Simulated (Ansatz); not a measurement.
# TiC (P-6m2) in Ansatz: further runs, part 2 of 2

Ansatz 0.2.0.

### 3 Relaxation of cell and atoms, PBE

Input file input.yaml:

```yaml
crystal:
  lattice:
    - [3.04209, 0.0, 0.0]
    - [-1.52104, 2.63452, 0.0]
    - [0.0, 0.0, 2.69797]
  atoms:
    - { symbol: Ti, position: [0.0, 0.0, 0.5] }
    - { symbol: C, position: [0.33333, 0.66667, 0.0] }
hamiltonian:
  xc: pbe
  pseudopotentials: { kind: paw }
kpoints:
  mp_grid: { grid: [10, 10, 10] }
scf:
  occupations: { method: fermi_dirac, width: 0.05 }
output:
  forces: true
  stress: true
  eigenvalues: true
relax:
  f_tol: 0.01
  max_steps: 40
  cell: { stress_tol: 0.05 }
```

Potentials or basis: Ansatz PAW.

Command:

```
ansatz run input.yaml --threads 2 --pin off --max-ram 5632MiB --backend cpu --events-out ev --progress --plain --runs-dir out
```

The log of the run:

```text
Warning: the atoms were moved onto the symmetric positions of the space group found under crystal.symmetry.tolerance 1.0e-5 (fractional; no operation is sought that the atoms, as they stand in a round, miss by more than twice it, and no atom is moved by as much as it), and the run uses the moved positions. Before a round's move an operation carried an atom to 1.52e-5 Å from where it should land, the largest such distance. Atom 1 (counting from 0) moved farthest, by 1.76e-5 Å; the longest move in fractions of the cell, of whichever atom, is 0.47 of the tolerance, in 1 round. To run the atoms as typed, lower crystal.symmetry.tolerance until the operations that they miss are no longer found, or set crystal.symmetry.detect: false (a key that needs symmetry detection or time reversal refuses this as the deck is read). The positions used, in the order of the run's atom list: position: [-1.8503646491007004e-17, 5.5510939473021013e-17, 0.5]; position: [0.3333333333333333, 0.6666666666666667, 0.0]; The lattice was moved too: crystal.lattice keeps the space group found at crystal.symmetry.tolerance 1.0e-5 only nearly: the operation that it misses by the most changes a squared length by the fraction 6.65e-6. The run uses the lattice that is a stretch of the typed one, with no rotation, onto the one that keeps every operation to a double's rounding (on a very oblique basis the stretch itself rounds by more); the deck's lattice vector that moved farthest moved by 5.07e-6 Å. To run the lattice as typed, set crystal.symmetry.tolerance under 2.84e-6, the least fraction by which an operation that the lattice misses changes a squared length (the same key also sets how far an atom may lie from its image, so lowering it can lose operations that the atoms keep only within it), or set crystal.symmetry.detect: false, as for the atoms. crystal.lattice made exact, in Å and degrees: [[3.042085831189679, -2.886751345946343e-6, 0.0], [-1.5210404155948394, 2.6345250536786344, 0.0], [0.0, 0.0, 2.69797]]. Pasted over the deck's crystal.lattice, beside positions in fractional coordinates, it runs the same cell (given as lengths and angles, that cell in the form's own orientation, a rigid turn of the misfit's size from the one run here, for which a checkpoint.post_process_only pass over this run's state can be refused: where this run relaxes nothing, give such a pass this deck's own crystal.lattice, as typed; behind a relaxation, as crystal.lattice, the state's own cell, identity.cell in its checkpoint.json), and a matrix so pasted ends this notice, except on a very skew basis of the lattice, where the rounding of the pasted numbers themselves can read as a misfit: the cell is then moved again, and that move is told again. The lattice as run is in this notice's lattice.as_run_ang field (Run.prep()["deck_notices"] in Python, the deck_notice line of an events file, deck_notices of ansatz run --dry-run=json, or deck_notices in record.json in the deck's checkpoint.write directory).
Warning: RAYON_NUM_THREADS=2 ignored (pool sized by the plan → 2); use --threads N
Engine: ansatz 0.2.0, x86_64-unknown-linux-gnu
Pseudopotentials: kind: paw
Pseudopotential: Ti, paw, valence charge 12, recommended cutoff 420 eV (normal), Ti.paw.azcp
Pseudopotential: C, paw, valence charge 4, recommended cutoff 420 eV (normal), C.paw.azcp
Functional definition: PBE
  parameter kappa = 0.804
[... 95 lines left out ...]
  k-point 2: bands = ["-42.8974", "-19.0699", "-19.0699", "-18.9163", "2.3458", "11.5434", "12.3747", "12.3747", "15.6878", "15.6878", "16.1007", "19.4645"]
  k-point 83: bands = ["-42.7770", "-19.2972", "-19.2957", "-19.2202", "4.9865", "9.2291", "9.8218", "13.0938", "14.6490", "17.7015", "18.3687", "18.6444"]
--- Relaxed structure (2 steps of the walk, 2 accepted, 1 SCFs on fresh bases) ---
  F+E_penalty+E_count = -2750.91424816 eV   max|allowed force component| = 7.401e-17 eV/Å   (the final SCF, on the basis selected at the relaxed cell)
  cell:  # Å, volume = 21.6360 Å³
    - [3.044576303729759, -2.8891146503878966e-6, 0.0]
    - [-1.5222856498181976, 2.6366818673474235, 0.0]
    - [0.0, 0.0, 2.695210936783015]
  atoms:
    - { symbol: Ti, position: [-1.8503646491007008e-17, 5.551093947302101e-17, 0.5] }
    - { symbol: C, position: [0.3333333333333333, 0.6666666666666666, 0.0] }
```

Wall time 4.8 s (2 threads of Intel Xeon at 2.70GHz, shared host); peak memory 0.36 GiB.

Results:

```yaml
Free_energy: -2750.9142 eV
Relaxed_volume: 10.82 Å³/atom
Relaxed_cell: a = 3.045 Å, b = 3.045 Å, c = 2.695 Å, α = 90.00°, β = 90.00°, γ = 120.00°
Space_group_after_relaxing_to_0.05_Å: P-6m2 (No. 187)
Energy_gained_by_relaxing: 0.0 meV/atom
Ionic_steps: 3
Pressure_after_relaxing: 0.0 GPa
Band_gap_on_the_k_mesh: none (metal or under the smearing width)
```

Final structure:
```yaml
crystal:
  lattice:
    - [3.04458, 0.00000, 0.00000]
    - [-1.52229, 2.63668, 0.00000]
    - [0.00000, 0.00000, 2.69521]
  atoms:
    - { symbol: Ti, position: [0.00000, 0.00000, 0.50000] }
    - { symbol: C, position: [0.33333, 0.66667, 0.00000] }
```

Levels at points of the mesh, in eV from the Fermi level:
| k point | band 4 | band 5 | band 6 | band 7 | band 8 | band 9 | band 10 | band 11 | band 12 |
| --- | --- | --- | --- | --- | --- | --- | --- | --- | --- |
| (0.00, 0.00, 0.00) | -32.22 | -12.00 | -1.60 | -1.60 | -0.96 | 2.31 | 3.34 | 3.34 | 5.68 |
| (0.00, 0.00, -0.50) | -32.60 | -8.86 | -5.59 | -0.52 | -0.52 | 1.15 | 1.15 | 4.72 | 4.73 |
| (0.00, -0.50, 0.00) | -32.18 | -9.61 | -4.86 | -0.76 | -0.29 | 0.20 | 3.05 | 3.48 | 3.72 |
| (0.00, -0.50, -0.50) | -32.68 | -8.79 | -4.01 | -2.56 | -2.23 | 1.50 | 3.29 | 4.36 | 5.56 |

Caveat: the plane-wave basis is chosen anew once the cell has moved, so the energies of steps on either side of that aren't comparable.
